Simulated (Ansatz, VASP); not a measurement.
## HfH3: VASP beside Ansatz

```
CELL_PARAMETERS angstrom
3.03226 0.00000 0.00000
0.00000 3.03226 0.00000
0.00000 0.00000 3.03226
ATOMIC_POSITIONS crystal
Hf 0.00000 0.00000 0.00000
H 0.00000 0.50000 0.50000
H 0.50000 0.00000 0.50000
H 0.50000 0.50000 0.00000
```

The cell comes from a database or a generator and needn't be the stable form of this composition.

Alike in both runs: task single point; functional PBEsol; k mesh 8 × 8 × 8; occupations fermi-dirac, width 0.05 eV; no spin polarisation.

|  | VASP | Ansatz |
| --- | --- | --- |
| version | VASP 6.6.1 | Ansatz 0.2.0 |
| potentials or method | VASP PAW PBE potentials, release 64 (Hf_pv, H) | plane waves, PAW |
| plane-wave cutoff (eV) | 520 | 500 |
| valence electrons in the cell | 13 | 29 |

|  | VASP | Ansatz | Ansatz less VASP |
| --- | --- | --- | --- |
| pressure (GPa) | 2.5 | 3.2 | +0.74 |

The two sets of potentials don't hold the same shells in valence.

Caveats: the PAW data sets were made with another functional, which shifts forces and pressure a little (VASP). The runs have no spin-orbit coupling, so splittings on Hf are missing.
